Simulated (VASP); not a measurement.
A run of VASP 6.6.1 is set up as follows.

Contents of INCAR:

```
SYSTEM = Re
  PREC = Accurate
  ENCUT = 520
  EDIFF = 1E-7
  ISMEAR = -1
  SIGMA = 0.05
  LREAL = .False.
  LASPH = .True.
  NELM = 80
  ALGO = Normal
  ISIF = 2
  LWAVE = .False.
  LCHARG = .True.
  LDIPOL = .True.
  IDIPOL = 3
  DIPOL = 0.5 0.5 0.288
  GGA = PE
  LELF = .True.
  LVHAR = .True.
  LVACPOTAV = .True.
  NBANDS = 14
```

KPOINTS

```
regular mesh
0
Gamma
  11 11 1
  0 0 0
```

The input POSCAR:

```
Re
1.0
    2.7454900000      0.0000000000      0.0000000000
   -1.3727400000      2.3776600000      0.0000000000
    0.0000000000      0.0000000000     31.2251000000
Re
2
Direct
    0.0000000000      0.0000000000      0.2520800000
    0.0000000000      0.0000000000      0.3243700000
```

Potentials or basis: VASP PAW PBE potentials, release 64 (Re).

Command:

```bash
$ cat potpaw_PBE.64/Re/POTCAR > POTCAR
$ mpirun -np 1 vasp_std > vasp.out
```

**Question.** What does it give for the work function of the lower face?

**Answer.** 4.87 eV.

**Question.** What does it give for the largest force?

**Answer.** 0.478 eV/Å.

Forces in eV/Å, atoms in the order of the input:
```
Re   0.000  0.000  0.478
Re   0.000  0.000 -0.478
```

Spin-orbit coupling is left out, which matters for the levels of Re.
